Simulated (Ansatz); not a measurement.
# TiO2: the cost of one run

Method: DFT PBE, scalar-relativistic, plane waves, PAW, in Ansatz 0.2.0.

2 further runs of the same task are left out: 2 set aside as unsound or not needed. Runs told in other sessions of the task aren't counted.

## (1) Starting point

It takes space group Pbca (No. 61, orthorhombic). Conventional cell: a = 5.170 Å, b = 9.258 Å, c = 5.503 Å, α = 90.00°, β = 90.00°, γ = 90.00°. Around Ti (site symmetry 1) lie 6 O at 1.86 to 2.10 Å. Around O (site symmetry 1) lie 3 Ti at 1.93 to 2.10 Å. O (site symmetry 1) is surrounded by 3 Ti at 1.86 to 2.03 Å.

Coordinates:

```cif
data_structure
_symmetry_space_group_name_H-M 'Pbca'
_symmetry_Int_Tables_number 61
_cell_length_a 5.1702
_cell_length_b 9.2578
_cell_length_c 5.5035
_cell_angle_alpha 90.000
_cell_angle_beta 90.000
_cell_angle_gamma 90.000
_cell_volume 263.42
loop_
_atom_site_label
_atom_site_type_symbol
_atom_site_symmetry_multiplicity
_atom_site_Wyckoff_symbol
_atom_site_fract_x
_atom_site_fract_y
_atom_site_fract_z
_atom_site_occupancy
Ti1 Ti 8 c 0.13796 0.12897 0.90806 1
O1 O 8 c 0.46408 0.22976 0.89179 1
O2 O 8 c 0.81698 0.01018 0.85169 1
```

It is the result of an earlier relaxation at this level (volume 10.98 Å³/atom; gap on the mesh: 2.39 eV).

## (2) Electronic structure at the relaxed geometry

The input, input.yaml:

```yaml
crystal:
  lattice:
    - [5.1702312486, 0.0, 0.0]
    - [0.0, 9.2578118772, 0.0]
    - [0.0, 0.0, 5.5034809384]
  atoms:
    - { symbol: Ti, position: [0.1379641015, 0.1289698211, 0.9080593748] }
    - { symbol: Ti, position: [0.6379641015, 0.3710301789, 0.0919406252] }
    - { symbol: Ti, position: [0.8620358985, 0.6289698211, 0.5919406252] }
    - { symbol: Ti, position: [0.3620358985, 0.8710301789, 0.4080593748] }
    - { symbol: Ti, position: [0.8620358985, 0.8710301789, 0.0919406252] }
    - { symbol: Ti, position: [0.3620358985, 0.6289698211, 0.9080593748] }
    - { symbol: Ti, position: [0.1379641015, 0.3710301789, 0.4080593748] }
    - { symbol: Ti, position: [0.6379641015, 0.1289698211, 0.5919406252] }
    - { symbol: O, position: [0.4640834125, 0.2297605215, 0.8917918779] }
    - { symbol: O, position: [0.9640834125, 0.2702394785, 0.1082081221] }
    - { symbol: O, position: [0.5359165875, 0.7297605215, 0.6082081221] }
    - { symbol: O, position: [0.0359165875, 0.7702394785, 0.3917918779] }
    - { symbol: O, position: [0.5359165875, 0.7702394785, 0.1082081221] }
    - { symbol: O, position: [0.0359165875, 0.7297605215, 0.8917918779] }
    - { symbol: O, position: [0.4640834125, 0.2702394785, 0.3917918779] }
    - { symbol: O, position: [0.9640834125, 0.2297605215, 0.6082081221] }
    - { symbol: O, position: [0.8169750015, 0.0101820937, 0.8516888727] }
    - { symbol: O, position: [0.3169750015, 0.4898179063, 0.1483111273] }
    - { symbol: O, position: [0.1830249985, 0.5101820937, 0.6483111273] }
    - { symbol: O, position: [0.6830249985, 0.9898179063, 0.3516888727] }
    - { symbol: O, position: [0.1830249985, 0.9898179063, 0.1483111273] }
    - { symbol: O, position: [0.6830249985, 0.5101820937, 0.8516888727] }
    - { symbol: O, position: [0.8169750015, 0.4898179063, 0.3516888727] }
    - { symbol: O, position: [0.3169750015, 0.0101820937, 0.6483111273] }
basis:
  ecutwfc: 420
kpoints:
  mp_grid: { grid: [6, 4, 6] }
  band_path:
    path:
      - [[0.0, 0.0, 0.0], [0.5, 0.0, 0.0], [0.5, 0.5, 0.0], [0.0, 0.5, 0.0], [0.0, 0.0, 0.0], [0.0, 0.0, 0.5], [0.5, 0.0, 0.5], [0.5, 0.5, 0.5], [0.0, 0.5, 0.5], [0.0, 0.0, 0.5]]
      - [[0.5, 0.0, 0.0], [0.5, 0.0, 0.5]]
      - [[0.0, 0.5, 0.0], [0.0, 0.5, 0.5]]
      - [[0.5, 0.5, 0.0], [0.5, 0.5, 0.5]]
    npoints: 10
hamiltonian:
  xc: pbe
scf:
  occupations: { method: gaussian, width: 0.02 }
  n_extra_bands: 60
output:
  forces: true
  stress: true
  eigenvalues: true
  populations: true
  dos: { projected: true, de: 0.02, nscf_kmesh: { grid: [9, 6, 9] } }
  bader: false
```

Launch:

```sh
ansatz run input.yaml --threads 4 --pin off --max-ram 10240MiB --backend cpu --events-out ev --progress --plain --runs-dir out
```

What time and memory should one allow on 4 threads of Intel Xeon at 2.50GHz (Skylake/Cascade Lake), shared host?

About 4.5 min, with a peak of 3.3 GiB.
